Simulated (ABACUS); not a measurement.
# GaN (F-43m) in ABACUS: reference runs

Aim: a first look at GaN with PBEsol, on the cell as given.

Everything below comes from runs of ABACUS 3.10.1. Logs are shortened: lines on timing, memory, paths and dates and some standing lists are left out, and cuts for length are marked.

**What was measured.**

From a printed reference work, textbook, for a bulk crystal of GaN at 0 K: band gap 3.299 eV (direct).

How close the calculation comes is told below.

**1. The structure**

The structure is cubic, space group F-43m (No. 216). The conventional cell has a = 4.507 Å, b = 4.507 Å, c = 4.507 Å, α = 90.00°, β = 90.00°, γ = 90.00°. Around Ga (site symmetry -43m) lie 4 N at 1.95 Å. N (site symmetry -43m) is surrounded by 4 Ga at 1.95 Å.

The cell is a database's computed one.

**2. Single point, PBEsol**

File INPUT:

```
INPUT_PARAMETERS
suffix              GaN
calculation         scf
basis_type          pw
pseudo_dir          ./
symmetry            1
dft_functional      pbesol
ecutwfc             84
pseudo_rcut         7
nspin               1
nbands              13
ks_solver           dav
smearing_method     fd
smearing_sigma      0.00367493
scf_thr             1e-08
scf_nmax            100
mixing_type         broyden
mixing_beta         0.7
cal_force           1
cal_stress          1
kpar                4
```

File STRU:

```
ATOMIC_SPECIES
Ga 69.7230 Ga.upf
N 14.0070 N.upf

LATTICE_CONSTANT
1.8897261246

LATTICE_VECTORS
0.0000000000 2.2535006075 2.2535006075
2.2535006075 0.0000000000 2.2535006075
2.2535006075 2.2535006075 0.0000000000

ATOMIC_POSITIONS
Direct

Ga
0.0
1
0.0000000000 0.0000000000 0.0000000000 1 1 1

N
0.0
1
0.2500000000 0.2500000000 0.2500000000 1 1 1
```

File KPT:

```
K_POINTS
0
Gamma
10 10 10 0 0 0
```

Potentials or basis: PseudoDojo NC SR 0.4.1 PBEsol standard, plane waves.

Command:

```
> OMP_NUM_THREADS=1 mpirun -np 4 abacus > log
```

running log:

```text
ABACUS v3.10.1

               Atomic-orbital Based Ab-initio Computation at UStc

 ------------------------------------------------------------------------------------

 READING GENERAL INFORMATION
                           global_out_dir = OUT.GaN/
                           global_in_card = INPUT
                               pseudo_dir = ./
                              orbital_dir =
                                    DSIZE = 4
                                    GSIZE = 1

 READING UNITCELL INFORMATION
                                    ntype = 2
                  lattice constant (Bohr) = 1.88973
              lattice constant (Angstrom) = 1

 READING ATOM TYPE 1
                               atom label = Ga
                      L=0, number of zeta = 1
                      L=1, number of zeta = 1
                      L=2, number of zeta = 1
             number of atom for this type = 1

 READING ATOM TYPE 2
                               atom label = N
                      L=0, number of zeta = 1
                      L=1, number of zeta = 1
                      L=2, number of zeta = 1
             number of atom for this type = 1

                        TOTAL ATOM NUMBER = 2
DIRECT COORDINATES
    atom                   x                   y                   z     mag                  vx                  vy                  vz
taud_Ga1            0.0000000000        0.0000000000        0.0000000000  0.0000        0.0000000000        0.0000000000        0.0000000000
taud_N1            0.2500000000        0.2500000000        0.2500000000  0.0000        0.0000000000        0.0000000000        0.0000000000

                          Volume (Bohr^3) = 154.454
                             Volume (A^3) = 22.8877

 Lattice vectors: (Cartesian coordinate: in unit of a_0)
                   +0             +2.2535             +2.2535
              +2.2535                  +0             +2.2535
              +2.2535             +2.2535                  +0
 Reciprocal vectors: (Cartesian coordinate: in unit of 2 pi/a_0)
            -0.221877           +0.221877           +0.221877
            +0.221877           -0.221877           +0.221877
            +0.221877           +0.221877           -0.221877
 The esolver type has been set to : ksdft_pw

                PAO radial cut off (Bohr) = 7

 Read in pseudopotential file is Ga.upf
                     pseudopotential type = NC
          exchange-correlation functional = PBESOL
                 nonlocal core correction = 1
                        valence electrons = 13
                                     lmax = 2
                           number of zeta = 3
                     number of projectors = 6
                           L of projector = 0
[... 207 lines left out ...]
                                    max q = 1104

 number of pseudo atomic orbitals for Ga is 3
WARNING: norm of atomic wavefunction # 2 of atomic type Ga is 0.999668, renormalized
WARNING: norm of atomic wavefunction # 3 of atomic type Ga is 0.985171, renormalized

 number of pseudo atomic orbitals for N is 2
WARNING: norm of atomic wavefunction # 2 of atomic type N is 0.999902, renormalized

 -------------------------------------------
 SELF-CONSISTENT
 -------------------------------------------
                                 init_chg = atomic

 PW ALGORITHM --------------- ION=   1  ELEC=   1--------------------------------

 Density error is 0.49313752568
                          Error Threshold = 0.01
----------------------------------------------------------
     Energy           Rydberg                 eV
----------------------------------------------------------
 E_KohnSham     -173.2595448573      -2357.3170429454
 E_Harris       -173.6392395553      -2362.4830543396
 E_Fermi        0.7341218036         9.9882395552
----------------------------------------------------------
[... 75 lines left out ...]
 Density error is 1.25243777857e-09
                          Error Threshold = 6.35588098272e-10
----------------------------------------------------------
     Energy           Rydberg                 eV
----------------------------------------------------------
 E_KohnSham     -173.4604921720      -2360.0510714239
 E_KS(sigma->0) -173.4604921720      -2360.0510714237
 E_Harris       -173.4605093833      -2360.0513055953
 E_band         0.6019454882         8.1898885252
 E_one_elec     -52.7570146865       -717.7960092067
 E_Hartree      43.5590017761        592.6506233477
 E_xc           -47.5881621454       -647.4701625250
 E_Ewald        -116.6743171162      -1587.4355230394
 E_entropy(-TS) -0.0000000000        -0.0000000004
 E_descf        0.0000000000         0.0000000000
 E_exx          0.0000000000         0.0000000000
 E_Fermi        0.8344716604         11.3535694015
----------------------------------------------------------

 charge density convergence is achieved
 final etot is -2360.0510714 eV
 EFERMI = 11.353569402 eV

 STATE ENERGY(eV) AND OCCUPATIONS    NSPIN == 1
 1/12 kpoint (Cartesian) = 0.0000 0.0000 0.0000 (1989 pws)
       1       -5.44953     0.00200000
       2       -3.09203     0.00200000
       3       -3.09203     0.00200000
       4       -3.09203     0.00200000
       5       -2.77927     0.00200000
       6       -2.77927     0.00200000
       7        10.4557     0.00200000
       8        10.4557     0.00200000
       9        10.4557     0.00200000
      10        12.1608    1.94908e-10
      11        20.7019    1.26522e-84
      12        20.7019    1.26522e-84
      13        20.7019    1.26522e-84
[... 61 lines left out ...]
 6/12 kpoint (Cartesian) = 0.11094 0.11094 0.11094 (2006 pws)
       1       -4.57484     0.00800000
       2       -3.00648     0.00800000
       3       -3.00648     0.00800000
       4       -2.73171     0.00800000
       5       -2.73171     0.00800000
       6       -1.46057     0.00800000
       7        3.35777     0.00800000
       8        9.48127     0.00800000
       9        9.48127     0.00800000
      10        15.0424    7.28177e-35
      11        19.0937    4.71193e-70
      12        20.7482    2.00630e-84
      13        20.7482    2.00630e-84

[... levels at 6 further k points ...]

------------------------------------------------------------------------------------------
 TOTAL-FORCE (eV/Angstrom)
------------------------------------------------------------------------------------------
                       Ga1         0.0000000000         0.0000000000         0.0000000000
                        N1         0.0000000000         0.0000000000         0.0000000000
------------------------------------------------------------------------------------------

----------------------------------------------------------------
 TOTAL-STRESS (KBAR)
----------------------------------------------------------------
        -9.4006860071        -0.0000000000         0.0000000000
        -0.0000000000        -9.4006860071         0.0000000000
        -0.0000000000         0.0000000000        -9.4006860071
----------------------------------------------------------------
 TOTAL-PRESSURE: -9.400686 KBAR

 --------------------------------------------
 !FINAL_ETOT_IS -2360.0510714238548644 eV
 --------------------------------------------
```

Wall time 4.8 s (4 MPI ranks of Intel Xeon Platinum 8488C (Sapphire Rapids), shared host); peak memory 0.28 GiB.

Results:

- Free energy: -2360.0511 eV
- Pressure: -0.9 GPa
- Band gap on the k mesh: 1.71 eV, direct

Levels at points of the mesh, in eV from the valence-band top:
```tsv
k point	band 5	band 6	band 7	band 8	band 9	band 10
(0.00, 0.00, 0.00)	-13.23	-13.23	0.00	0.00	0.00	1.71
(0.50, 0.50, 0.50)	-13.19	-11.92	-7.10	-0.97	-0.97	4.59
(0.50, 0.50, 0.00)	-13.16	-11.46	-6.17	-2.72	-2.72	3.25
```

**3. Comparison with measurements**

Step 2. Measured gap of GaN: 3.299 eV (direct; 0 K; a printed reference work, textbook). This calculation gives 1.71 eV (-1.59 eV). Spin-orbit coupling on Ga is left out. The value is that of PBEsol, without temperature or zero-point motion. Semilocal functionals fall short of measured gaps as a rule. The cell is a database's relaxed one, not the measured one, which moves gaps too.
